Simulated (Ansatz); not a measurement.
## HgTe: density of states with PBEsol

The system is HgTe.

```
Hg Te
1.0
    -3.04560    3.04560    1.55941
     3.04560   -3.04560    1.55941
     3.04560    3.04560   -1.55941
Hg Te
1 1
Direct
  0.75000 0.25000 0.50000
  0.00000 0.00000 0.00000
```

Measurements of this composition are mostly on another form, of space group No. 216.

```
Program             : Ansatz 0.2.0
Task                : density of states
Functional          : PBEsol
Potentials or basis : all-electron PAW datasets made for the crystal
Cutoff              : 240 eV (chosen from the basis error)
k mesh              : 10 × 10 × 10
Occupations         : fermi-dirac, width 0.05 eV
Spin                : no spin polarisation
```

```yaml
Pressure: -3.3 GPa
Band_gap_on_the_k_mesh: none (metal or under the smearing width)
```

Stress tensor (GPa, compression positive):
```
-4.74  0.00  0.00
 0.00 -4.74  0.00
 0.00  0.00 -0.47
```

Levels at points of the mesh, in eV from the Fermi level:
| k point | band 5 | band 6 | band 7 | band 8 | band 9 | band 10 | band 11 |
| --- | --- | --- | --- | --- | --- | --- | --- |
| (0.00, 0.00, 0.00) | -6.16 | -6.16 | -3.45 | -2.39 | -2.39 | 3.53 | 4.61 |
| (0.00, 0.00, -0.50) | -6.13 | -6.10 | -6.04 | -0.84 | 1.52 | 1.94 | 2.90 |
| (0.00, -0.50, 0.00) | -6.39 | -6.15 | -4.48 | -1.90 | -1.05 | -0.14 | 3.21 |
| (-0.50, -0.50, -0.50) | -6.13 | -6.10 | -4.37 | -4.29 | -4.29 | 3.19 | 7.40 |

States per cell in windows of 1 eV (zero at the Fermi level; states under -8 eV left out):
| from (eV) | total |
| --- | --- |
| -8.0 | 0.86 |
| -7.0 | 9.11 |
| -6.0 | 0.73 |
| -5.0 | 1.15 |
| -4.0 | 0.55 |
| -3.0 | 1.31 |
| -2.0 | 1.39 |
| -1.0 | 0.87 |
| 0.0 | 1.05 |
| 1.0 | 0.63 |
| 2.0 | 0.80 |
| 3.0 | 0.88 |
| 4.0 | 1.37 |
| 5.0 | 1.56 |
| 6.0 | 0.88 |
| 7.0 | 0.48 |

It took 15 s on 1 thread of Arm Neoverse V2, on a shared host, peak memory 0.62 GiB.

Caveat: the program warned that the printed levels may be off, so bands, gaps and densities of states are rough. Spin-orbit coupling is left out, which matters for the levels of Hg, Te.
